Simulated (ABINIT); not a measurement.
Runs of ABINIT 10.8.3 (patched build) on PbS (Galena). It takes space group Fm-3m (No. 225, cubic). Conventional cell: a = 5.931 Å, b = 5.931 Å, c = 5.931 Å, α = 90.00°, β = 90.00°, γ = 90.00°. Around Pb (site symmetry m-3m) lie 6 S at 2.97 Å. S (site symmetry m-3m) has 6 Pb at 2.97 Å as nearest neighbours. 

| level | potentials or basis | k mesh | cutoff (eV) | fine-grid cutoff | V0 of scaled cells (Å³/atom) | B0 (GPa) |
| --- | --- | --- | --- | --- | --- | --- |
| PBEsol | JTH PAW PBE v2.0 | 8 × 8 × 8 | 599 | 1197.3 eV | 25.74 | 59 |
| r2SCAN | JTH PAW PBE v2.0 | 6 × 6 × 6 | 707 | 1306.15 eV | 26.74 | 58 |
| r2SCAN | JTH PAW PBE v2.0 | 8 × 8 × 8 | 707 | 1306.15 eV | (b) | 59 |
| r2SCAN | Ansatz NC r2SCAN | 6 × 6 × 6 | 1007 | - | 26.64 | 58 |
| r2SCAN | Ansatz PAW PBE default generated set, frozen core | 6 × 6 × 6 | 490 | 979.61 eV | (a) | 58 |

Alike in all rows: task equation of state; no spin polarisation; cell as given; smearing fermi-dirac 0.05 eV.

Task: Estimate the missing entries.

Result: (a) 26.65; (b) 26.75.

Caveats: pressures at fixed basis lie under the slope of the energies; the PAW data sets were made with another functional, which shifts forces and pressure a little (some runs).
